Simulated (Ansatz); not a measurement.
The system is SiO2.

```
CELL_PARAMETERS angstrom
-2.83790 2.83790 5.66021
2.83790 -2.83790 5.66021
2.83790 2.83790 -5.66021
ATOMIC_POSITIONS crystal
Si 0.87500 0.26362 0.88862
Si 0.01362 0.62500 0.88862
Si 0.73638 0.12500 0.11138
Si 0.37500 0.98638 0.11138
O 0.63373 0.13373 0.50000
O 0.46788 0.96788 0.93575
O 0.03212 0.53212 0.06425
O 0.11627 0.11627 0.00000
O 0.88373 0.88373 0.00000
O 0.86627 0.36627 0.50000
O 0.28212 0.71788 0.00000
O 0.71788 0.28212 0.00000
```

The cell comes from a database or a generator and needn't be the stable form of this composition.

Program: Ansatz 0.2.0. Alike in all runs: potentials or basis Ansatz PAW; no spin polarisation; cell as given; smearing fermi-dirac 0.05 eV.

Order these runs on this cell by their band gap on the k mesh, lowest first.
A. level LDA; k mesh 7 × 7 × 7; cutoff (eV) 420; points for each segment of the path 10; mesh quality not flagged
B. level PBE; k mesh 3 × 3 × 3; cutoff (eV) 420; mesh quality coarse
C. level r2SCAN; k mesh 7 × 7 × 7; cutoff (eV) 500; points for each segment of the path 10; mesh quality not flagged

A (4.66 eV), B (4.84 eV), C (5.46 eV).

Caveats: some runs use coarse meshes; odd divisions of the mesh miss points on the zone boundary, where band edges often lie, so the gap on the mesh can be too wide (some runs).

